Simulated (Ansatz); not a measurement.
# H (I4/mmm) in Ansatz: further runs

The runs below take H through density of states, band structure, electric field gradients, equation of state, with LDA+d3bj, r2SCANh+D3(BJ)+ATM, revPBE0, r2SCAN0+D3(BJ).

Everything below comes from runs of Ansatz 0.2.0. Logs are shortened: lines on timing, memory, paths and dates and some standing lists are left out, and cuts for length are marked.

### Step 1. Starting point

The structure is tetragonal, space group I4/mmm (No. 139). Conventional cell: a = 3.383 Å, b = 3.383 Å, c = 4.117 Å, α = 90.00°, β = 90.00°, γ = 90.00°. H (site symmetry 4mm) is surrounded by 1 H at 0.74 Å.

### Step 2. Density of states, LDA+d3bj (volume scaled by 1.25)

File run.py:

```python
import json

import ase.io
import numpy as np
import spglib

import ansatz as az

atoms = ase.io.read("H.cif")
cell, frac, numbers = spglib.find_primitive((atoms.cell[:], atoms.get_scaled_positions(), atoms.numbers), symprec=1e-5)
atoms = ase.Atoms(numbers, cell=cell, scaled_positions=frac, pbc=True)

calculation = (
    az.Crystal.from_ase(atoms)
    .calculation()
    .kpoints(7, 7, 7)
    .functional("lda", dispersion="d3bj")
    .pseudopotentials(kind="paw")
    .scf(extra_bands=8)
    .occupations(method="tetrahedron")
    .density_of_states(energy_step=0.05, projected=False)
    .forces()
    .stress()
)
outcome = calculation.run(threads=2, events_out="events.jsonl")

report = outcome.report
for line in open("events.jsonl"):
    event = json.loads(line)
    if event["event"] == "scf_iter":
        d = event["data"]
        print(f"SCF {d['iter']:3d}  HF = {d['harris_foulkes_ev']:.6f} eV  dr2 = {d['dr2_ev']:.2e} eV")
    elif event["event"] in ("relax_step", "md_step"):
        d = event["data"]
        print(f"{event['event']} {d['step']:3d}  E = {d['lagrangian_ev']:.6f} eV")
np.set_printoptions(precision=5, suppress=True, linewidth=110)
print("converged:", report["converged"], "after", report["n_iterations"], "iterations")
print(f"free energy {report['free_energy_ev']:.6f} eV, Fermi level {report['fermi_energy_ev']:.4f} eV")
for key in ("band_edges_ev", "magnetization_mub", "site_moments_mub", "site_moments_nc_mub", "forces_ev_ang",
                "stress_gpa"):
    if report.get(key) is not None:
        print(key, np.array(report[key]), sep="\n")
```

File H.cif:

```cif
data_H
_cell_length_a 3.64430054
_cell_length_b 3.64430054
_cell_length_c 4.43484777
_cell_angle_alpha 90.00000000
_cell_angle_beta 90.00000000
_cell_angle_gamma 90.00000000
_space_group_name_H-M_alt 'I4/mmm'
_space_group_name_Hall '-I 4 2'
_space_group_IT_number 139
loop_
_space_group_symop_operation_xyz
'x,y,z'
'-x,-y,-z'
'-y,x,z'
'y,-x,-z'
'-x,-y,z'
'x,y,-z'
'y,-x,z'
'-y,x,-z'
'x,-y,-z'
'-x,y,z'
'-y,-x,-z'
'y,x,z'
'-x,y,-z'
'x,-y,z'
'y,x,-z'
'-y,-x,z'
'x+1/2,y+1/2,z+1/2'
'-x+1/2,-y+1/2,-z+1/2'
'-y+1/2,x+1/2,z+1/2'
'y+1/2,-x+1/2,-z+1/2'
'-x+1/2,-y+1/2,z+1/2'
'x+1/2,y+1/2,-z+1/2'
'y+1/2,-x+1/2,z+1/2'
'-y+1/2,x+1/2,-z+1/2'
'x+1/2,-y+1/2,-z+1/2'
'-x+1/2,y+1/2,z+1/2'
'-y+1/2,-x+1/2,-z+1/2'
'y+1/2,x+1/2,z+1/2'
'-x+1/2,y+1/2,-z+1/2'
'x+1/2,-y+1/2,z+1/2'
'y+1/2,x+1/2,-z+1/2'
'-y+1/2,-x+1/2,z+1/2'
loop_
_atom_site_label
_atom_site_type_symbol
_atom_site_symmetry_multiplicity
_atom_site_Wyckoff_symbol
_atom_site_fract_x
_atom_site_fract_y
_atom_site_fract_z
_atom_site_occupancy
H1 H 4 e 0.0000000000 0.0000000000 0.0901377100 1
```

Potentials or basis: Ansatz PAW.

Command:

```sh
$ python run.py
```

Log:

```text
DeckWarning: output.forces, output.stress, relax.cell or npt_langevin: where a Kohn–Sham band that disperses or a degenerate level is filled in part under the method tetrahedron, the forces or the stress that this run publishes need not agree with its energy (scf.occupations.method in the input reference, under Limitations); prefer a smearing scheme for the forces or the stress
DeckWarning: basis.ecutwfc = 420 eV, auto-derived from the records' recommended cutoffs: set by H (normal level)
DeckWarning: the engine holds no damping parameters fitted to this dispersion correction and functional, so the run takes those fitted to pbe (hamiltonian.dispersion, under Limitations)
PlacementWarning: RAYON_NUM_THREADS=2 ignored (pool sized by the plan → 2); use plan(threads=…)
SCF   1  HF = -31.035700 eV  dr2 = 1.10e-02 eV
SCF   2  HF = -31.032005 eV  dr2 = 1.17e-03 eV
SCF   3  HF = -31.031598 eV  dr2 = 3.91e-06 eV
SCF   4  HF = -31.031600 eV  dr2 = 1.15e-07 eV
SCF   5  HF = -31.031600 eV  dr2 = 5.04e-10 eV
converged: True after 5 iterations
free energy -31.031600 eV, Fermi level -8.1349 eV
band_edges_ev
[-8.13491  0.24636]
magnetization_mub
0.0
forces_ev_ang
[[ 0.       0.      -0.77292]
 [-0.       0.       0.77292]]
stress_gpa
[[-0.80866 -0.      -0.     ]
 [-0.      -0.80866  0.     ]
 [-0.       0.      -4.14095]]
```

dos.tsv:

```text
# E-E_F[eV]	g_bin_mean(E)[states/eV]	N(E)
# format = ansatz-dos/2
# fermi_ev = -8.134913
# fermi_mp_grid = 7 7 7
# fermi_mp_shift = 0 0 0
# levels_not_solved_further = tetrahedron_occupations
# levels_read_in_place: this table is built on the levels of the run's own state as they stand, and no solve holds the run's band table (levels_not_solved_further names the reason, in the words of bands.not_solved_further in the JSON report). Each level is converged only as far as the self-consistency loop (at a density that was read, or that a workflow's scf step handed on, the one solve at it), or a further solve at its close, took it, and the bands are not shown to hold every level, so a level may be missing and a value may be a higher level than its place says. The run's notice product_built_on_unsolved_table says the same. The notice band_table_not_solved_further in this run's record says why the table was not solved and what to do about it.
# g_bin_mean(E): the states in a bin one row spacing wide, centred on E, divided by that spacing. States that the method places at a single energy (under output.dos.method: tetrahedron, those of a tetrahedron whose four corners have one energy) are counted whole in the row whose bin holds that energy (on the edge of two bins, in the lower row). The sum of g_bin_mean over a run of rows, times the row spacing, is the number of states from half a spacing under the first of them to half a spacing over the last (a plain sum, not the trapezoid rule).
-2.332570	0.000000e0	0.000000e0
-2.282570	0.000000e0	0.000000e0
-2.232570	0.000000e0	0.000000e0
-2.182570	0.000000e0	0.000000e0
-2.132570	0.000000e0	0.000000e0
-2.082570	0.000000e0	0.000000e0
[... 670 lines left out ...]
31.467430	0.000000e0	1.800000e1
31.517430	0.000000e0	1.800000e1
```

engine_input.yaml:

```text
crystal:
  lattice:
    - [-1.8221502700000003, 1.8221502700000003, 2.217423885]
    - [1.8221502700000003, -1.8221502700000003, 2.217423885]
    - [1.8221502700000003, 1.8221502700000003, -2.217423885]
  atoms:
    - { symbol: H, position: [0.09013771000000004, 0.09013771000000004, 0.0] }
    - { symbol: H, position: [0.90986229, 0.90986229, 0.0] }
kpoints:
  mp_grid:
    grid: [7, 7, 7]
hamiltonian:
  xc: lda
  dispersion: d3bj
  pseudopotentials:
    kind: paw
scf:
  n_extra_bands: 8
  occupations:
    method: tetrahedron
output:
  dos:
    de: 0.05
    projected: false
  forces: true
  stress: true
```

Run time: 1.2 s. Hardware: 2 threads of Arm Neoverse V1, shared host; peak memory 0.36 GiB.

Results:

* Free energy: -31.0316 eV
* Pressure: -1.9 GPa
* Largest force: 0.773 eV/Å
* Band gap on the k mesh: 8.38 eV, indirect (least direct gap 9.01 eV)

Forces on the atoms (eV/Å):
```
H    0.000  0.000 -0.773
H    0.000  0.000  0.773
```

States per cell in windows of 1 eV (zero at the valence-band top; states under -8 eV left out):
```
from (eV)  total
     -8.0   0.00
     -7.0   0.00
     -6.0   0.00
     -5.0   0.00
     -4.0   0.00
     -3.0   0.00
     -2.0   0.38
     -1.0   1.62
      0.0   0.00
      1.0   0.00
      2.0   0.00
      3.0   0.00
      4.0   0.00
      5.0   0.00
      6.0   0.00
      7.0   0.00
```

Caveat: odd divisions of the mesh miss points on the zone boundary, where band edges often lie, so the gap on the mesh can be too wide; with tetrahedron occupations forces and stress needn't match the slope of the energy; the dispersion damping was fitted for another functional or another form of the correction.

### Step 3. Band structure, r2SCANh+D3(BJ)+ATM

run.py, as its differences from that of step 2:

```diff
@@ -4,3 +4,2 @@
 import numpy as np
-import spglib
 
@@ -8,5 +7,3 @@
 
-atoms = ase.io.read("H.cif")
-cell, frac, numbers = spglib.find_primitive((atoms.cell[:], atoms.get_scaled_positions(), atoms.numbers), symprec=1e-5)
-atoms = ase.Atoms(numbers, cell=cell, scaled_positions=frac, pbc=True)
+atoms = ase.io.read("POSCAR", format="vasp")
 
@@ -15,10 +12,14 @@
     .calculation()
-    .kpoints(7, 7, 7)
-    .functional("lda", dispersion="d3bj")
-    .pseudopotentials(kind="paw")
-    .scf(extra_bands=8)
-    .occupations(method="tetrahedron")
-    .density_of_states(energy_step=0.05, projected=False)
+    .kpoints(6, 6, 6)
+    .functional("r2scanh", dispersion="d3bjatm")
+    .pseudopotentials(kind="paw", level="accurate")
+    .scf(extra_bands=6)
+    .occupations(method="gaussian", width=0.15)
+    .band_structure(path=(((0.0, 0.0, 0.0), (0.0, 0.0, 0.5), (-0.3376299319, 0.3376299319, 0.5), (-0.418814966,
+        0.418814966, 0.418814966), (0.0, 0.0, 0.0), (0.5, 0.5, -0.5), (0.418814966, 0.581185034, -0.418814966),
+        (0.0, 0.5, 0.0), (0.25, 0.25, 0.25), (0.5, 0.5, -0.3376299319), (0.5, 0.5, -0.5)), ((0.0, 0.0, 0.5), (0.25,
+        0.25, 0.25))), intervals=4)
     .forces()
     .stress()
+    .band_table(publish=True)
 )
```

File POSCAR:

```
H
1.0
   -1.6915344700      1.6915344700      2.0584739900
    1.6915344700     -1.6915344700      2.0584739900
    1.6915344700      1.6915344700     -2.0584739900
H
2
Direct
    0.0901377100      0.0901377100      0.0000000000
    0.9098622900      0.9098622900      0.0000000000
```

Potentials or basis: Ansatz PAW accurate.

Command:

```sh
$ python run.py
```

Wall time 4.1 min (2 threads of Arm Neoverse V1, shared host); peak memory 1.2 GiB.

The run converged. Its results:

- Free energy: -31.8944 eV
- Pressure: 0.0 GPa
- Largest force: 0.045 eV/Å
- Band gap on the k mesh: 10.46 eV, indirect (least direct gap 11.30 eV)
- Band gap along the path: 10.46 eV, indirect (least direct gap 11.30 eV)

Forces on the atoms (eV/Å):
```
H    0.000  0.000 -0.045
H    0.000  0.000  0.045
```

Stress tensor (GPa, compression positive):
```
 0.06  0.00  0.00
 0.00  0.06  0.00
 0.00  0.00 -0.11
```

Levels at the corners of the path, in eV from the valence-band top:
| point | band 1 | band 2 | band 3 | band 4 |
| --- | --- | --- | --- | --- |
| Γ | -2.46 | 15.47 | 18.96 | 25.50 |
| X | -0.63 | 12.31 | 15.83 | 18.05 |
| Y | -0.14 | 12.39 | 15.33 | 15.86 |
| S | -0.08 | 12.08 | 15.30 | 18.33 |
| Γ | -2.46 | 15.47 | 18.96 | 25.50 |
| Z | 0.00 | 11.77 | 17.28 | 17.99 |
| S1 | -0.08 | 12.08 | 15.30 | 18.33 |
| N | -0.84 | 10.46 | 18.95 | 20.67 |
| P | -0.51 | 12.95 | 14.60 | 14.60 |
| Y1 | -0.14 | 12.39 | 15.33 | 15.86 |
| Z | 0.00 | 11.77 | 17.28 | 17.99 |
| X | -0.63 | 12.31 | 15.83 | 18.05 |
| P | -0.51 | 12.95 | 14.60 | 14.60 |

Caveat: the k mesh is coarse (spacing up to 0.44 Å⁻¹), so the values aren't converged, least of all with exact exchange; the PAW data sets were made with another functional, which shifts forces and pressure a little; the thresholds are loose for stress.

[end of part 1 of 2]
